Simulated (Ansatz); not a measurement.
Theory: Ansatz, DFT PBE, scalar-relativistic, plane waves, PAW. Settings: cutoff 420 eV, Γ-centred meshes spaced at most about 0.3 Å⁻¹, and about 0.25 Å⁻¹ or finer for metals (2π included), Gaussian smearing. No spin polarisation.

Each guess is relaxed in cell and atoms at zero pressure, on a coarse mesh first where it starts far from rest and then on a converged one. The steps can't lower the symmetry of the start, but it can rise. Energies are static (0 K, no zero-point motion).

Two unrelaxed guesses for Li₄F:

Guess 1.

```
Li F
1.0
     3.33131    0.00000    0.00000
     0.00000    3.33131    0.00000
     0.00000    0.00000    4.71118
Li F
4 1
Direct
  0.50000 0.00000 0.25000
  0.00000 0.50000 0.75000
  0.50000 0.00000 0.75000
  0.00000 0.50000 0.25000
  0.00000 0.00000 0.00000
```

Guess 2.

```
Li F
1.0
     3.90590    0.00000    0.00000
     0.00000    3.90590    0.00000
     0.00000    0.00000    3.90590
Li F
4 1
Direct
  0.50000 0.50000 0.50000
  0.50000 0.00000 0.00000
  0.00000 0.50000 0.00000
  0.00000 0.00000 0.50000
  0.00000 0.00000 0.00000
```

Task: Do they relax into the same structure? If not, which is lower?

Result: No. Guess 2 ends lower, by 138 meV/atom. Guess 1: P4/mmm at 10.5 Å³/atom → P4/mmm at 15.3 Å³/atom; Guess 2: Pm-3m at 11.9 Å³/atom → Pm-3m at 15.6 Å³/atom. Counting Li atoms around F (those within 1.25 times the shortest such distance or 1.15 times the sum of covalent radii; the shortest distance is added where it is long for a bond), the end of guess 1 has F 8 from 2.3 Å and the end of guess 2 has F 6. End of guess 1. Conventional cell: a = 3.774 Å, c = 5.354 Å. Li has 2 F at 2.29 Å and 6 Li at 2.60–2.75 Å; F is surrounded by 8 Li at 2.29 Å. End of guess 2. Conventional cell: a = 4.269 Å. Li on a site of symmetry m-3m has 12 Li at 3.02 Å; Li on a site of symmetry 4/mmm is surrounded by 2 F at 2.13 Å and 12 Li at 3.02 Å; around F lie 6 Li at 2.13 Å.

Ends held by symmetry can be saddle points. Neither end is the lowest form computed: that has space group I4/mmm (No. 139) and lies 80 meV/atom below the better end. Some candidate types were left out of the draw beforehand, so a known form may be missing.
